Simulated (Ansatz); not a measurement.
Here is an Ansatz 0.2.0 calculation.

input.yaml

```yaml
crystal:
  lattice:
    - [-1.38371547, 1.38371547, 1.38371547]
    - [1.38371547, -1.38371547, 1.38371547]
    - [1.38371547, 1.38371547, -1.38371547]
  atoms:
    - { symbol: Ni, position: [0.0, 0.0, 0.0], spin: 1.0 }
hamiltonian:
  xc: revpbe
  pseudopotentials: { kind: paw }
magnetization:
  spin_polarized: true
kpoints:
  mp_grid: { grid: [13, 13, 13] }
  band_path:
    path:
      - [[0.0, 0.0, 0.0], [0.5, -0.5, 0.5], [0.0, 0.0, 0.5], [0.0, 0.0, 0.0], [0.25, 0.25, 0.25], [0.5, -0.5, 0.5]]
      - [[0.25, 0.25, 0.25], [0.0, 0.0, 0.5]]
    npoints: 14
scf:
  occupations: { method: fermi_dirac, width: 0.05 }
  n_extra_bands: 6
output:
  forces: true
  stress: true
  eigenvalues: true
  fatbands: false
```

Potentials or basis: Ansatz PAW.

Launch:

```bash
$ ansatz run input.yaml --threads 2 --pin off --max-ram 5632MiB --backend cpu --events-out ev --progress --plain --runs-dir out
```

Task: Predict the band gap on the k mesh.

Result: None (metal or under the smearing width).

Task: Predict the pressure.

Result: 12.0 GPa.

Levels at the corners of the path, in eV from the Fermi level:
Spin up:
```tsv
point	band 7	band 8	band 9	band 10	band 11	band 12
Γ	-2.39	-2.39	-0.92	-0.92	26.48	26.48
H	-0.28	-0.28	-0.28	9.91	9.91	9.91
N	-1.00	-0.76	-0.05	0.17	6.64	19.25
Γ	-2.39	-2.39	-0.92	-0.92	26.48	26.48
P	-3.29	-0.73	-0.73	8.30	8.30	8.30
H	-0.28	-0.28	-0.28	9.91	9.91	9.91
P	-3.29	-0.73	-0.73	8.30	8.30	8.30
N	-1.00	-0.76	-0.05	0.17	6.64	19.25
```
Spin down:
| point | band 5 | band 6 | band 7 | band 8 | band 9 | band 10 | band 11 | band 12 | band 13 | band 14 |
| --- | --- | --- | --- | --- | --- | --- | --- | --- | --- | --- |
| Γ | -9.18 | -1.66 | -1.66 | -1.66 | -0.38 | -0.38 | 26.37 | 26.37 | 26.37 | 31.30 |
| H | -4.03 | -4.03 | 0.54 | 0.54 | 0.54 | 9.92 | 9.92 | 9.92 | 15.91 | 15.91 |
| N | -4.43 | -2.69 | -0.39 | -0.20 | 0.12 | 0.79 | 7.02 | 19.17 | 20.54 | 24.02 |
| Γ | -9.18 | -1.66 | -1.66 | -1.66 | -0.38 | -0.38 | 26.37 | 26.37 | 26.37 | 31.30 |
| P | -2.75 | -2.75 | -2.75 | -0.17 | -0.17 | 8.54 | 8.54 | 8.54 | 10.43 | 40.81 |
| H | -4.03 | -4.03 | 0.54 | 0.54 | 0.54 | 9.92 | 9.92 | 9.92 | 15.91 | 15.91 |
| P | -2.75 | -2.75 | -2.75 | -0.17 | -0.17 | 8.54 | 8.54 | 8.54 | 10.43 | 40.81 |
| N | -4.43 | -2.69 | -0.39 | -0.20 | 0.12 | 0.79 | 7.02 | 19.17 | 20.54 | 24.02 |

Caveat: the PAW data sets come from PBE, with cores solved anew for the run's functional, which leaves a small shift of forces and pressure.
